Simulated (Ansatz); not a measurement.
Consider the cleavage of the Si–Sn bond: `[CH3][SnH2][SiH2]F` + `CC(=O)O` → `CC(=O)O[SiH2]F` + `[CH3][SnH3]`.

Program: Ansatz. Geometries: PBE0-D4/def2-TZVP. ΔE: electronic, gas phase. CBS: MP2 limit from def2 TZ/QZ plus the TZ coupled-cluster correction, frozen cores. Functionals use def2-TZVPP. Elements past krypton have def2 core potentials. For Sn outer-core shells are correlated without core-valence functions, which leaves a few kJ/mol of doubt a bond. One conformer a species, not always the lowest.

`[CH3][SnH2][SiH2]F`:

Cartesian coordinates in Å:
```
C 0.825 1.264 -1.228
Sn -0.521 0.720 0.349
Si -0.325 -1.784 0.896
F -0.628 -2.634 -0.437
H 0.712 2.323 -1.459
H 0.604 0.678 -2.120
H 1.853 1.072 -0.922
H -0.150 1.630 1.753
H -2.125 1.100 -0.112
H -1.292 -2.224 1.936
H 1.047 -2.144 1.344
```

`CC(=O)O`:

Z-matrix (Å, degrees):
```
C
C 1 1.495
H 1 1.092 2 109.8
H 1 1.092 2 109.8 3 117.7
H 1 1.087 2 109.6 3 -121.2
O 2 1.200 1 126.0 3 121.1
O 2 1.346 1 111.6 3 -58.9
H 7 0.968 2 106.4 1 180.0
```

`CC(=O)O[SiH2]F`:

Cartesian coordinates in Å:
```
C 0.270 0.925 1.710
C 0.434 0.264 0.385
O 1.477 0.113 -0.206
O -0.711 -0.181 -0.147
Si -0.475 -0.921 -1.645
F -1.955 -1.349 -2.047
H 1.234 1.264 2.079
H -0.179 0.221 2.415
H -0.418 1.767 1.615
H -0.001 0.047 -2.648
H 0.325 -2.150 -1.511
```

`[CH3][SnH3]`:

```xyz
8

C    -0.032   -0.883   -0.737
Sn    0.027    0.759    0.633
H     0.147   -0.528   -1.752
H    -1.008   -1.366   -0.697
H     0.736   -1.613   -0.477
H     1.554    1.524    0.569
H    -1.179    1.902    0.233
H    -0.245    0.205    2.227
```

CCSD(T)/CBS gives -81.1 kJ/mol.

Problem. Another level gave -83.6 kJ/mol. Which?
A. HF/def2-TZVPP
B. r2SCAN/def2-TZVPP
C. B2PLYP/def2-TZVPP
D. PBE-D4/def2-TZVPP

Solution. C. B2PLYP -83.6, PBE-D4 -61.2, r2SCAN -79.5, HF/def2-TZVPP -98.5 kJ/mol.

Largest T1 diagnostic among the species: 0.015.

In def2-TZVPP, CCSD(T) changes the Hartree–Fock value by +11.2 kJ/mol (the triples alone add +0.9 kJ/mol) and MP2 by +10.0 kJ/mol. From PBE to PBE0 (25 % exact exchange), in def2-TZVPP and without D4, ΔE moves by −7.5 kJ/mol.

CCSD(T)/CBS has its own doubt, a few kJ/mol and more with outer-core shells, so smaller differences from it don't rank the levels.
